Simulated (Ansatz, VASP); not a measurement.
# Two plane-wave programs on GaAs

POSCAR

```
GaAs
1.0
    0.0000000000      2.8330831656      2.8330831656
    2.8330831656      0.0000000000      2.8330831656
    2.8330831656      2.8330831656      0.0000000000
Ga As
1 1
Direct
    0.0000000000      0.0000000000      0.0000000000
    0.2500000000      0.2500000000      0.2500000000
```

Contents of INCAR.step1:

```
PREC = Accurate
ENCUT = 520
ISMEAR = 0
SIGMA = 0.01
LREAL = F
LASPH = T
NELM = 100
NBANDS = 16
GGA = PE
ALGO = Normal
EDIFF = 1E-4
LWAVE = T
LCHARG = F
```

The input INCAR.step2:

```
PREC = Accurate
ENCUT = 520
EDIFF = 1E-6
ISMEAR = 0
SIGMA = 0.01
LREAL = F
LASPH = T
NELM = 100
ALGO = Normal
ISIF = 2
LWAVE = F
LCHARG = F
METAGGA = R2SCAN
LMIXTAU = T
NBANDS = 16
ISTART = 1
```

File KPOINTS:

```
regular mesh
0
Gamma
  8 8 8
```

Input for Ansatz:

```yaml
crystal:
  lattice:
    - [0.0, 2.8330831656, 2.8330831656]
    - [2.8330831656, 0.0, 2.8330831656]
    - [2.8330831656, 2.8330831656, 0.0]
  atoms:
    - { symbol: Ga, position: [0.0, 0.0, 0.0] }
    - { symbol: As, position: [0.25, 0.25, 0.25] }
kpoints:
  mp_grid: { grid: [8, 8, 8] }
  band_path:
    path:
      - [0.0, 0.0, 0.0]
      - [-0.5, -0.5, 0.0]
      - [-0.375, -0.375, 0.25]
      - [-0.375, 0.0, 0.375]
      - [0.0, 0.0, 0.5]
      - [-0.5, -0.25, 0.25]
    npoints: 1
hamiltonian:
  xc: r2scan
scf:
  occupations: { method: fixed }
  n_extra_bands: 4
output:
  forces: true
  stress: true
  eigenvalues: true
  write_density: true
  write_potential: true
  elf: true
  volumetric_format: npy
```

Alike in both runs: task single point; functional r2SCAN; k mesh 8 × 8 × 8; no spin polarisation.

```csv
,VASP,Ansatz
version,VASP 6.6.1,Ansatz 0.2.0
potentials or method,"VASP PAW PBE potentials, release 64 (Ga_d, As)","plane waves, PAW"
plane-wave cutoff (eV),520,500
occupations,"gaussian, width 0.01 eV",fixed
valence electrons in the cell,18,28
```

```tsv
	VASP	Ansatz	Ansatz less VASP
gap on the k mesh at the Fermi level (eV)	0.94	0.96	+0.019
pressure (GPa)	0.1	0.0	-0.12
```

The two sets of potentials don't hold the same shells in valence.

Caveats: the PAW data sets were made with another functional, which shifts forces and pressure a little (VASP). A k mesh can miss the band edges. r2SCAN opens gaps a little over a GGA but as a rule still falls short of measured ones.
